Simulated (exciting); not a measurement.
# Sn (P-1) in exciting: single point with PBEsol

Aim: the single point of Sn with PBEsol.

Program: exciting (release sodium). These are calculated values, not measurements. Logs are shortened: lines on timing, memory, paths and dates and some standing lists are left out, and cuts for length are marked.

## (1) Starting point

The typed cell holds 1 atom: a = 3.269 Å, b = 3.303 Å, c = 3.287 Å, α = 110.00°, β = 108.91°, γ = 109.87°.

This isn't the form of Sn at room conditions, which is tetragonal (white tin).

## (2) Single point, PBEsol, spin-orbit coupling, no magnetisation

Input file input.xml:

```xml
<input>
  <title>Sn</title>
  <structure speciespath="./" tshift="false" cartesian="true">
    <crystal scale="1.88972612463">
      <basevect>-1.891138270000 1.897792760000 1.873200210000</basevect>
      <basevect>1.897111300000 -1.921537220000 1.902917710000</basevect>
      <basevect>1.883244990000 1.913643940000 -1.896944670000</basevect>
    </crystal>
    <species speciesfile="Sn.xml" rmt="2.3">
      <atom coord="0.000000000000 0.000000000000 0.000000000000"/>
    </species>
  </structure>
  <groundstate do="fromscratch" ngridk="7 7 7" rgkmax="9" gmaxvr="14" lmaxapw="10" lmaxmat="10" lmaxvr="8" xctype="GGA_PBE_SOL" stype="Methfessel-Paxton 1" swidth="0.00183747" nempty="16" ValenceRelativity="iora*" epsengy="1e-05" epspot="1e-05" maxscl="60" outputlevel="normal" useDensityMatrix="false">
    <spin spinorb="true" svlo="true"/>
  </groundstate>
</input>
```

Potentials or basis: all-electron LAPW+lo, shipped species files, valence relativity iora*.

Command:

```
$ OMP_NUM_THREADS=1 exciting_smp
```

INFO.OUT:

```text
================================================================================
EXCITING SODIUM started
[... 10 lines left out ...]

 Lattice vectors (cartesian) :
     -3.5737333941      3.5863085577      3.5398353735
      3.5850207849     -3.6311790841      3.5959933096
      3.5588172567      3.6162629467     -3.5847058999

 Reciprocal lattice vectors (cartesian) :
      0.0004330280      0.8778737532      0.8860317922
      0.8781512894      0.0072956456      0.8791691769
      0.8813439923      0.8742038386      0.0041029450

 Unit cell volume                           :     183.5750432377
 Brillouin zone volume                      :       1.3512196923

 Species :    1 (Sn)
     parameters loaded from                 :    Sn.xml
     name                                   :    tin
     nuclear charge                         :     -50.00000000
     electronic charge                      :      50.00000000
     atomic mass                            :  216395.09200000
     muffin-tin radius                      :       2.30000000
     # of radial points in muffin-tin       :     400

     atomic positions (cartesian) :
       1 :   0.00000000  0.00000000  0.00000000

 Total number of atoms per unit cell        :       1

 Spin treatment                             :    spin-polarised
 Spin-orbit coupling is included
 Global magnetic field (cartesian) :        0.00000000   0.00000000   0.00000000
 non-collinear magnetisation

 Number of Bravais lattice symmetries       :       2
 Number of crystal symmetries               :       2

 k-point grid                               :       7    7    7
 Total number of k-points                   :     172
 k-point set is reduced with crystal symmetries

 R^MT_min * |G+k|_max (rgkmax)              :       9.00000000
 Species with R^MT_min                      :       1 (Sn)
 Maximum |G+k| for APW functions            :       3.91304348
 Maximum |G| for potential and density      :      14.00000000

 G-vector grid sizes                        :      30    30    30
 Total number of G-vectors                  :    8501

 Maximum angular momentum used for
     APW functions                          :      10
     computing H and O matrix elements      :      10
     potential and density                  :       8
     inner part of muffin-tin               :       2

 Total nuclear charge                       :     -50.00000000
 Total electronic charge                    :      50.00000000
 Total core charge                          :      30.00000000
 Total valence charge                       :      20.00000000

 Number of empty states                     :      16
 Total number of valence states             :      88

 Maximum Hamiltonian size                   :     212
 Maximum number of plane-waves              :     195
 Total number of local-orbitals             :      17

 Exchange-correlation type                  :      22
     PBEsol, Phys. Rev. Lett. 100, 136406 (2008)
     Generalised gradient approximation (GGA)

 Smearing scheme                            :    Methfessel-Paxton order 1, Phys. Rev. B 40, 3616 (1989)
 Smearing width                             :       0.00183747

[... 17 lines left out ...]
+ SCF iteration number :    1                                                  +
++++++++++++++++++++++++++++++++++++++++++++++++++++++++++++++++++++++++++++++++
 Total energy                               :     -6173.47139004
 _______________________________________________________________
 Fermi energy                               :         0.27536236
 Kinetic energy                             :      6503.43286400
 Coulomb energy                             :    -12514.38921025
 Exchange energy                            :      -159.46463334
 Correlation energy                         :        -3.05041045
 No external B-field energy in total energy

 DOS at Fermi energy (states/Ha/cell)       :        41.21756057

 Electron charges :
     core                                   :        30.00000000
     core leakage                           :         0.00040292
     valence                                :        20.00000000
     interstitial                           :         2.68033188
     charge in muffin-tin spheres :
                  atom     1    Sn          :        47.31966812
     total charge in muffin-tins            :        47.31966812
     total charge                           :        50.00000000

 Moments :
     interstitial                 :    -0.00000000     0.00000000    -0.00000000
     moment in muffin-tin spheres :
         atom     1    Sn         :    -0.00000020     0.00000009    -0.00000006
     total moment in muffin-tins  :    -0.00000020     0.00000009    -0.00000006
     total moment                 :    -0.00000020     0.00000009    -0.00000006
[... 365 lines left out ...]
 Electron charges :
     core                                   :        30.00000000
     core leakage                           :         0.00039595
     valence                                :        20.00000000
     interstitial                           :         2.65762119
     charge in muffin-tin spheres :
                  atom     1    Sn          :        47.34237881
     total charge in muffin-tins            :        47.34237881
     total charge                           :        50.00000000

 Moments :
     interstitial                 :    -0.00000206    -0.00000009    -0.00000201
     moment in muffin-tin spheres :
         atom     1    Sn         :    -0.00000147     0.00000006    -0.00000133
     total moment in muffin-tins  :    -0.00000147     0.00000006    -0.00000133
     total moment                 :    -0.00000353    -0.00000003    -0.00000334

 RMS change in effective potential (target) :  0.113416E-08  ( 0.100000E-04)
 Absolute change in total energy   (target) :  0.865892E-06  ( 0.100000E-04)
 Charge distance                   (target) :  0.845501E-09  ( 0.100000E-04)

++++++++++++++++++++++++++++++++++++++++++++++++++++++++++++++++++++++++++++++++
| Convergency criteria checked for the last 2 iterations                       +
| Convergence targets achieved. Performing final SCF iteration                 +
++++++++++++++++++++++++++++++++++++++++++++++++++++++++++++++++++++++++++++++++
 Total energy                               :     -6176.35975283
 _______________________________________________________________
 Fermi energy                               :         0.26675672
 Kinetic energy                             :      6501.54323625
 Coulomb energy                             :    -12515.33528408
 Exchange energy                            :      -159.51676553
 Correlation energy                         :        -3.05093948
 No external B-field energy in total energy

 DOS at Fermi energy (states/Ha/cell)       :        40.04620000

 Electron charges :
     core                                   :        30.00000000
     core leakage                           :         0.00039595
     valence                                :        20.00000000
     interstitial                           :         2.65762117
     charge in muffin-tin spheres :
                  atom     1    Sn          :        47.34237883
     total charge in muffin-tins            :        47.34237883
     total charge                           :        50.00000000

 Moments :
     interstitial                 :    -0.00000206    -0.00000009    -0.00000201
     moment in muffin-tin spheres :
         atom     1    Sn         :    -0.00000147     0.00000006    -0.00000133
     total moment in muffin-tins  :    -0.00000147     0.00000006    -0.00000133
     total moment                 :    -0.00000353    -0.00000003    -0.00000334

++++++++++++++++++++++++++++++++++++++++++++++++++++++++++++++++++++++++++++++++
[... 12 lines left out ...]
| EXCITING SODIUM stopped                                                      =
================================================================================
```

WARNINGS.OUT:

```text
Warning(init0):
  GGA inconsistent with non-collinear magnetism
 Inversion symmetry is present. Consider using input%groundstate%solver%type = "inversionsymmetry"
 Warning(charge): Charge 4.99937864791699E+01 calculated from electronic density in s.c.f. loop iteration 1 differs from the total charge 5.00000000000000E+01
[... 8 lines left out ...]
 Warning(charge): Charge 4.99937644605828E+01 calculated from electronic density in s.c.f. loop iteration 10 differs from the total charge 5.00000000000000E+01
 Warning(charge): Charge 4.99937641286310E+01 calculated from electronic density in s.c.f. loop iteration 11 differs from the total charge 5.00000000000000E+01
 Warning(charge): Charge 4.99937640033309E+01 calculated from electronic density in s.c.f. loop iteration 12 differs from the total charge 5.00000000000000E+01
 Warning(charge): Charge 4.99937644727094E+01 calculated from electronic density in s.c.f. loop iteration 13 differs from the total charge 5.00000000000000E+01
```

It took 7.7 min on 1 thread of Intel Xeon Platinum 8488C (Sapphire Rapids), shared host; peak memory 0.13 GiB.

Results:

- Band gap on the k mesh: none (metal or under the smearing width)
- All electrons inside the program's atomic spheres: Sn 47.34 (radii Sn 2.3 bohr)
